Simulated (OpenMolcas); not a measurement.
**How methods differ on C5H8O2 (methyl methacrylate)**

The species is C5H8O2 (15 atoms), meant as a singlet with charge 0. As SMILES, `C=C(C)C(=O)OC`. Geometry: relaxed at PBE0-D4/def2-TZVP. This is one conformer, not always the lowest.

```xyz
15

C    -2.1155    0.7661    0.4912
C    -0.9803    0.0741    0.4729
C    -0.7039   -1.1020    1.3514
C     0.0660    0.5189   -0.4919
O    -0.0314    1.4463   -1.2528
O     1.1614   -0.2515   -0.4164
C     2.2122    0.1049   -1.3058
H    -2.9231    0.5038    1.1647
H    -2.2510    1.6101   -0.1739
H    -0.4923   -1.9953    0.7590
H     0.1747   -0.9285    1.9774
H    -1.5584   -1.3054    1.9973
H     1.8767    0.0400   -2.3418
H     3.0147   -0.6054   -1.1194
H     2.5502    1.1239   -1.1119
```

Quantity: the dipole moment, in D. The values are calculated.

| level | kind | program | value (D) | CPU time |
| --- | --- | --- | --- | --- |
| BLYP/6-31G* (spherical functions) | GGA | OpenMolcas | 1.78 | 1.7 min |
| PBE/6-31G* (spherical functions) | GGA | OpenMolcas | 1.79 | 1.7 min |
| M06-L/6-31G* (spherical functions) | meta-GGA | OpenMolcas | 1.83 | 2.3 min |
| r2SCAN/6-31G* (spherical functions) | meta-GGA | OpenMolcas | 1.84 | 2.3 min |
| B3LYP/6-31G* (spherical functions) | global hybrid | OpenMolcas | 1.78 | 1.7 min |
| M06-2X/6-31G* (spherical functions) | hybrid meta-GGA | OpenMolcas | 1.75 | 2.1 min |
| PBE0/6-31G* (spherical functions) | global hybrid | OpenMolcas | 1.79 | 98 s |
| B3LYP/6-31G* (Cartesian functions) | global hybrid | OpenMolcas | 1.78 | 1.8 min |

The values span 1.75 to 1.84 D. Magnitudes only. CPU times are rough (shared hosts, several kinds of processor): they show what a rung costs within a factor of a few.

The dipole moment is nearly insensitive to the functional, as expected for a closed-shell ester whose ground-state density has no near-degeneracy or long-range charge transfer. Exact exchange leaves no visible mark in the closest comparisons: BLYP and B3LYP both give 1.78 D, PBE and PBE0 both 1.79 D. Nor is there a steady progression by class, since the two local meta-GGAs lie highest and the hybrid meta-GGA M06-2X lowest.

The moderate size of the dipole follows largely from the conformation. The ester is in the Z form, with the O-methyl group on the same side as the carbonyl oxygen, so the carbonyl and alkoxy contributions partly oppose each other; in the E form they would reinforce. The C=C bond is s-cis to C=O and conjugated with it, which modifies the carbonyl polarisation only modestly.

Agreement among the functionals does not establish accuracy, because all share a small basis without diffuse functions, which may limit the description of the oxygen lone pairs and the outer density.
